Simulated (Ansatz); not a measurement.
# The 3-layer graphene (ABC) under a gate, part 3 of 4

Aim: charge, voltage and capacitance of the 3-layer graphene (ABC) in a field-effect set-up.

Ansatz 0.2.0; plane-wave DFT, PBE-D3(BJ), Ansatz PAW (the session's first sound run).

So far. Step 7 (Gated layer, added electrons -7×10¹³ per cm²): Against the uncharged case this takes -5.08 V.

### Step 8. Gated layer, added electrons -11×10¹³ per cm²

Contents of input.yaml:

```yaml
crystal:
  lattice:
    - [2.4652901377, 0.0, 0.0]
    - [-1.2326450689, 2.135003887, 0.0]
    - [0.0, 0.0, 43.4801679772]
  atoms:
    - { symbol: C, position: [0.6666666667, 0.3333333333, 0.4220435447] }
    - { symbol: C, position: [0.3333333333, 0.6666666667, 0.4220314882] }
    - { symbol: C, position: [0.0, 0.0, 0.5000121897] }
    - { symbol: C, position: [0.6666666667, 0.3333333333, 0.4999878103] }
    - { symbol: C, position: [0.3333333333, 0.6666666667, 0.5779685118] }
    - { symbol: C, position: [0.0, 0.0, 0.5779564553] }
  periodic: [true, true, false]
  symmetry: { detect: true }
total_charge: 0.057897
kpoints:
  mp_grid: { grid: [114, 114, 1] }
hamiltonian:
  xc: pbe
  dispersion: d3bj
scf:
  occupations: { method: fermi_dirac, width: 0.02585 }
  convergence: { dr2_threshold: 1.0e-10 }
output:
  forces: true
  eigenvalues: true
  write_potential: true
  write_density: true
  volumetric_format: npy
external_charges:
  - { charge: 0, barrier: 10, axis: 3, height: 28.13, sigma: 0.25 }
  - { charge: -0.057897, axis: 3, height: 29.63, sigma: 0.5 }
```

On the command line:

```
> ansatz run input.yaml --threads 8 --pin off --max-ram 12288MiB --backend cpu --events-out ev --progress --plain --runs-dir out
```

Numbers of over 12 decimals in the logs are rounded to 6 here.

Log:

```text
[...]
Crystal: 6 atoms, lattice volume = 228.854 Å³
Basis set: ecut = 420 eV, 4315 PW (Γ), exchange–correlation on 36×36×600 points (8 copies of the dense FFT grid, shifted against one another)
Bands: 18, of which v1, the nominal top of the filled ones, is band 12 counted from 1 (11 counted from 0)
Symmetry: 6 space group operations
k-points: 1141 of 12996 (time reversal used)
[...]
--- Band table (eV; the first three rows and the last of 1141) ---
  k-point 0: bands = [... 8 lower, -10.9725, -10.9725, -10.4676, -10.4676, -4.4851, -3.5520, -2.9069, -2.4461, ... 2 higher]
  k-point 1: bands = [... 8 lower, -10.9801, -10.9765, -10.4752, -10.4716, -4.4826, -3.5495, -2.9045, -2.4438, ... 2 higher]
  k-point 2: bands = [... 8 lower, -11.0029, -10.9886, -10.4979, -10.4837, -4.4752, -3.5419, -2.8974, -2.4367, ... 2 higher]
  k-point 1140: bands = [... 8 lower, -17.9791, -8.3200, -8.0816, -8.0641, -7.6761, -7.3602, -7.2078, 2.5390, ... 2 higher]
[key lines of the parts left out:]
SCF converged after 11 iterations
Free energy (F): -1505.926288 eV
Fermi energy:    -8.250191 eV
```

Elapsed: 2.5 min, on 8 threads of Arm Neoverse V1, shared host; peak memory 3.9 GiB.

Running mean over a fixed 2.8 Å (it still follows the layers) of the planar mean; beyond a gate it holds the 10 eV model barrier. The electron's electrostatic potential energy less the Fermi level by z:

z (Å), electron's electrostatic potential energy less the Fermi level (eV) and a bar from the least value:
```
        4        4.5 ############
        6        4.5 ############
        8        4.5 ############
       10        4.5 ############
       12        4.5 ############
       14        4.5 ############
       16        4.2 ############
       18       -7.4 
       20       -0.8 #######
       22       -7.3 
       24       -4.2 ###
       26       -4.9 ###
       28       13.3 #####################
       30       21.6 ##############################
       32       22.0 ##############################
       34       22.0 ##############################
       36       22.0 ##############################
       38       22.0 ##############################
```

Against the uncharged case this takes -7.81 V.

### Step 9. Gated layer, added electrons 2×10¹³ per cm²

input.yaml, the sections that differ from step 8:

```yaml
total_charge: -0.010527
kpoints:
  mp_grid: { grid: [114, 114, 1] }
  band_path:
    path: [[0, 0, 0], [0.5, 0, 0], [0.33333333, 0.33333333, 0], [0, 0, 0]]
    npoints: 16
output:
  forces: true
  eigenvalues: true
  dos: { projected: true, e_range: [-3, 3], de: 0.01 }
  write_potential: true
  write_density: true
  volumetric_format: npy
  elf: true
external_charges:
  - { charge: 0, barrier: 10, axis: 3, height: 28.13, sigma: 0.25 }
  - { charge: 0.010527, axis: 3, height: 29.63, sigma: 0.5 }
# crystal, hamiltonian, scf: as in step 8
```

Log:

```text
[...]
Crystal: 6 atoms, lattice volume = 228.854 Å³
Basis set: ecut = 420 eV, 4315 PW (Γ), exchange–correlation on 36×36×600 points (8 copies of the dense FFT grid, shifted against one another)
Bands: 19, of which v1, the nominal top of the filled ones, is band 12 counted from 1 (11 counted from 0)
Symmetry: 6 space group operations
k-points: 1141 of 12996 (time reversal used)
[...]
--- Band table (eV; the first three rows and the last of 1141) ---
  k-point 0: bands = [... 8 lower, -6.6261, -6.6261, -6.5468, -6.5468, 0.0310, 0.6408, 1.0234, 1.7747, ... 3 higher]
  k-point 1: bands = [... 8 lower, -6.6337, -6.6301, -6.5544, -6.5508, 0.0335, 0.6432, 1.0259, 1.7772, ... 3 higher]
  k-point 2: bands = [... 8 lower, -6.6565, -6.6422, -6.5772, -6.5629, 0.0408, 0.6503, 1.0334, 1.7846, ... 3 higher]
  k-point 1140: bands = [... 8 lower, -14.0763, -4.0046, -3.8812, -3.7574, -3.5189, -3.3574, -3.2413, 6.8304, ... 3 higher]
[key lines of the parts left out:]
SCF converged after 12 iterations
Free energy (F): -1506.424066 eV
Fermi energy:    -3.394282 eV
```

It took 2.4 min on 8 threads; peak memory 4 GiB.

The density of states has structure finer than the step of the table below, so its rows give means over 0.1 eV, whole bins alone (the curve runs from -3 to 1.99 eV). Peaks (eV: height): -2.64: 1.56, -2.34: 1.73, 1.21: 2.10, 1.51: 2.04, 1.75: 1.72.

The density of states by energy, zero at the Fermi level; means over each step:

```
energy (eV)  density of states (states/eV a cell)
       -2.9                                  1.37
       -2.8                                  1.31
       -2.7                                  1.34
       -2.6                                  1.41
       -2.5                                  1.24
       -2.4                                  1.30
       -2.3                                  1.32
       -2.2                                  1.02
       -2.1                                 0.894
       -2.0                                 0.797
       -1.9                                 0.718
       -1.8                                 0.650
       -1.7                                 0.589
       -1.6                                 0.535
       -1.5                                 0.485
       -1.4                                 0.438
       -1.3                                 0.394
       -1.2                                 0.353
       -1.1                                 0.313
       -1.0                                 0.275
       -0.9                                 0.238
       -0.8                                 0.202
       -0.7                                 0.168
       -0.6                                 0.126
       -0.5                                0.0937
       -0.4                                0.0642
       -0.3                                0.0495
       -0.2                               0.00613
       -0.1                                0.0758
        0.0                                0.0615
        0.1                                 0.110
        0.2                                 0.145
        0.3                                 0.187
        0.4                                 0.229
        0.5                                 0.274
        0.6                                 0.324
        0.7                                 0.380
        0.8                                 0.445
        0.9                                 0.524
        1.0                                 0.632
        1.1                                 0.808
        1.2                                  1.41
        1.3                                  1.21
        1.4                                  1.21
        1.5                                  1.57
        1.6                                  1.36
        1.7                                  1.41
        1.8                                  1.36
        1.9                                  1.16
```

Against the uncharged case this takes +1.60 V.

### Step 10. Gated layer, added electrons 6×10¹³ per cm²

Changes to input.yaml since step 9:

```diff
@@ -14,3 +14,3 @@
   symmetry: { detect: true }
-total_charge: -0.010527
+total_charge: -0.03158
 kpoints:
@@ -36,2 +36,2 @@
   - { charge: 0, barrier: 10, axis: 3, height: 28.13, sigma: 0.25 }
-  - { charge: 0.010527, axis: 3, height: 29.63, sigma: 0.5 }
+  - { charge: 0.03158, axis: 3, height: 29.63, sigma: 0.5 }
```

Log:

```text
[...]
Crystal: 6 atoms, lattice volume = 228.854 Å³
Basis set: ecut = 420 eV, 4315 PW (Γ), exchange–correlation on 36×36×600 points (8 copies of the dense FFT grid, shifted against one another)
Bands: 19, of which v1, the nominal top of the filled ones, is band 12 counted from 1 (11 counted from 0)
Symmetry: 6 space group operations
k-points: 1141 of 12996 (time reversal used)
[...]
--- Band table (eV; the first three rows and the last of 1141) ---
  k-point 0: bands = [... 8 lower, -5.3159, -5.3159, -5.2048, -5.2048, 1.1797, 1.4709, 2.3500, 3.0541, ... 3 higher]
  k-point 1: bands = [... 8 lower, -5.3235, -5.3199, -5.2124, -5.2088, 1.1821, 1.4734, 2.3525, 3.0565, ... 3 higher]
  k-point 2: bands = [... 8 lower, -5.3463, -5.3320, -5.2352, -5.2209, 1.1892, 1.4807, 2.3601, 3.0638, ... 3 higher]
  k-point 1140: bands = [... 8 lower, -12.7345, -2.8293, -2.6470, -2.5611, -2.1780, -2.1160, -1.9153, 7.8387, ... 3 higher]
[key lines of the parts left out:]
SCF converged after 11 iterations
Free energy (F): -1506.454536 eV
Fermi energy:    -1.989348 eV
```

Run time: 2.3 min. Hardware: 8 threads; peak memory 4 GiB.

Against the uncharged case this takes +4.35 V.

### Step 11. The series together

This step: plane-wave DFT, PBE-D3(BJ), Ansatz PAW; charging by gates (Ansatz 0.2.0).

The potential behind each gate is read from every run and counted from the uncharged case.

Voltage on the gate against the layer's Fermi level, from the uncharged case. The gate voltage by added electrons:

```
added electrons (10¹³ per cm²)  gate voltage (V)
                        -11.00             -7.81
                         -7.00             -5.08
                         -4.00             -3.01
                         -2.00             -1.58
                         -1.00            -0.818
                          0.00                 0
                          2.00              1.60
                          6.00              4.35
```

Charge step over voltage step between neighbouring densities. Total capacitance against added electrons:

```
added electrons (10¹³ per cm²)  total capacitance (µF/cm²)
                         -9.00                        2.35
                         -5.50                        2.32
                         -3.00                        2.24
                         -1.50                        2.10
                         -0.50                        1.96
                          1.00                        2.00
                          4.00                        2.33
```

Work function of the face away from the gate. Table of work function of the far face by added electrons:

```
added electrons (1e13 /cm²)  work function of the far face (eV)
                     -11.00                                4.46
                      -7.00                                4.43
                      -4.00                                4.41
                      -2.00                                4.36
                      -1.00                                4.33
                       0.00                                4.27
                       2.00                                4.15
                       6.00                                4.09
```

By hand: 10¹³ electrons per cm² are 0.001 e/Å², which by Gauss's law end a field of 0.181 V/Å. At 11×10¹³ holes per cm² the field towards a gate is 1.990 V/Å, which over the 4.5 Å from the outer atoms would drop 8.96 V; the run needs 7.81 V.

(Continued in part 4 of 4.)

[Logs are printed without paths, hosts, clocks, repeated set-up lines and the standing remarks that a program may print on its own settings, such as how far it seeks lower states.]

[Hosts, paths, dates, database ids (printed as entryN), source tags and the programs' standing remarks are cut or masked in the printed files.]

[Maps of the electrostatic potential energy from Ansatz leave out the sawtooth potential of an applied field or a dipole correction, so their vacuum need not be flat; planar profiles and work functions include it.]
